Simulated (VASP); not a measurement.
Crystal: MoSe2.

```
Mo Se
1.0
     3.28800    0.00000    0.00000
    -1.64400    2.84749    0.00000
     0.00000    0.00000   12.90000
Mo Se
2 4
Direct
  0.33333 0.66667 0.25000
  0.66667 0.33333 0.75000
  0.33333 0.66667 0.62500
  0.66667 0.33333 0.12500
  0.33333 0.66667 0.87500
  0.66667 0.33333 0.37500
```

| Quantity | Value |
| --- | --- |
| Program | VASP 6.6.1 |
| Task | relaxation of cell and atoms |
| Functional | LDA |
| Potentials or basis | VASP PAW LDA potentials, release 64 (Mo_sv, Se) |
| Cutoff | 600 eV |
| k mesh | 9 × 9 × 2 |
| Occupations | gaussian, width 0.03 eV |
| Spin | no spin polarisation |

At the start: pressure 1.1 GPa; volume 20.13 Å³/atom.

Q: How do energy, volume and symmetry change on relaxing?

A: Over 21 steps the energy falls by 12.2 meV/atom and the volume is 19.44 Å³/atom (-3.4 %); space group P6_3/mmc (No. 194, to 0.05 Å).

The path:
| step | energy change (eV) | largest force (eV/Å) | pressure (GPa) | volume (Å³) |
| --- | --- | --- | --- | --- |
| 1 | 0.0000 | 0.6608 | 1.14 | 120.78 |
| 2 | 0.0060 | 0.5839 | -4.63 | 123.26 |
| 3 | -0.0444 | 0.0274 | -1.78 | 121.97 |
| 4 | -0.0592 | 0.0713 | 0.45 | 119.05 |
| 5 | -0.0612 | 0.0595 | -0.14 | 119.79 |
| 6 | -0.0628 | 0.0903 | 0.04 | 119.48 |
| 7 | -0.0652 | 0.1853 | 0.58 | 118.55 |
| 8 | -0.0656 | 0.1785 | 0.55 | 118.52 |
| 9 | -0.0670 | 0.1592 | 0.42 | 118.44 |
| 10 | -0.0691 | 0.1217 | 0.17 | 118.28 |
| 11 | -0.0712 | 0.0470 | -0.33 | 117.96 |
| 12 | -0.0713 | 0.0314 | -0.43 | 117.89 |
| 13 | -0.0720 | 0.0260 | -0.34 | 117.62 |
| 14 | -0.0729 | 0.0160 | -0.19 | 117.15 |
| 15 | -0.0731 | 0.0042 | 0.15 | 116.20 |
| 16 | -0.0733 | 0.0065 | -0.03 | 116.66 |
| 17 | -0.0733 | 0.0049 | -0.01 | 116.61 |
| 18 | -0.0733 | 0.0059 | 0.00 | 116.64 |
| 19 | -0.0734 | 0.0008 | -0.05 | 116.67 |
| 20 | -0.0734 | 0.0083 | -0.08 | 116.71 |
| 21 | -0.0734 | 0.0007 | 0.01 | 116.66 |

Final structure:
```cif
data_structure
_symmetry_space_group_name_H-M 'P 1'
_symmetry_Int_Tables_number 1
_cell_length_a 3.2518
_cell_length_b 3.2518
_cell_length_c 12.7388
_cell_angle_alpha 90.000
_cell_angle_beta 90.000
_cell_angle_gamma 120.000
_cell_volume 116.66
loop_
_atom_site_label
_atom_site_type_symbol
_atom_site_fract_x
_atom_site_fract_y
_atom_site_fract_z
_atom_site_occupancy
Mo1 Mo 0.33333 0.66667 0.25000 1
Mo2 Mo 0.66667 0.33333 0.75000 1
Se1 Se 0.33333 0.66667 0.61965 1
Se2 Se 0.66667 0.33333 0.11965 1
Se3 Se 0.33333 0.66667 0.88035 1
Se4 Se 0.66667 0.33333 0.38035 1
```
